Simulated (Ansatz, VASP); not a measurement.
## Mg in VASP and in Ansatz

```
CELL_PARAMETERS angstrom
3.05030 0.00000 0.00000
-1.52515 2.64164 0.00000
0.00000 0.00000 3.04484
ATOMIC_POSITIONS crystal
Mg 0.00000 0.00000 0.00000
```

This isn't the form of Mg at room conditions, which is hcp.

Alike in both runs: task single point; functional LDA; k mesh 6 × 6 × 6; occupations gaussian, width 0.1 eV; no spin polarisation.

|  | VASP | Ansatz |
| --- | --- | --- |
| version | VASP 6.6.1 | Ansatz 0.2.0 |
| potentials or method | VASP PAW LDA potentials, release 64 (Mg) | scalar-relativistic, plane waves, PAW |
| plane-wave cutoff (eV) | 520 | 420 |
| valence electrons in the cell | 2 | 10 |

|  | VASP | Ansatz | Ansatz less VASP |
| --- | --- | --- | --- |
| gap on the k mesh at the Fermi level (eV) | none | none | - |
| pressure (GPa) | -1.2 | -0.9 | +0.25 |
| largest component of the traceless stress (GPa) | 0.55 | 0.55 | -0.002 |

A gap of «none» marks a metal or a gap that the smearing closes. The two sets of potentials don't hold the same shells in valence.

Caveats: the k mesh is coarse (spacing up to 0.40 Å⁻¹), so the values aren't converged.
